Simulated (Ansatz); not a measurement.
**Barrier of one jump, O in ZnO**

Method: DFT PBE, scalar-relativistic, plane waves, PAW in Ansatz 0.2.0. Run with 420 eV cutoff, 3×3×3 k-mesh, Gaussian smearing of 0.02 eV, no spin polarisation.

Host crystal, relaxed:

```
Zn O
1.0
     3.27939    0.00000    0.00000
    -1.63970    2.84004    0.00000
     0.00000    0.00000    5.29323
Zn O
2 2
Direct
  0.66667 0.33333 0.50060
  0.33333 0.66667 0.00060
  0.66667 0.33333 0.87971
  0.33333 0.66667 0.37971
```

In a supercell of 12 host sites, interstitial O hops to an equivalent place, moving 2.65 Å between the relaxed ends. Climbing-image nudged elastic band at fixed cell with images 0 (start) to 6 (end), the path measured over all atoms, converged to 0.05 eV/Å; the order of the saddle wasn't checked, and the small cell leaves errors of about a tenth of an eV.

Supercell rows in host cell vectors: 0 0 -1; -2 -1 0; 1 2 0. O was set at (0.000, 0.000, 0.208) of the host cell.

At the relaxed start O has 3 Zn at 1.89 Å, 3 O at 2.44 Å.

(1) What barrier does the band give, and what surrounds the atom at the top?

## Answers

(1) 0.57 eV at image 4, where O has 3 Zn at 1.86 Å, 3 O at 2.19 Å.

Cost: 1 run of about 13 core-minutes, on Intel Xeon Processor @ 2.70GHz (shared hosts).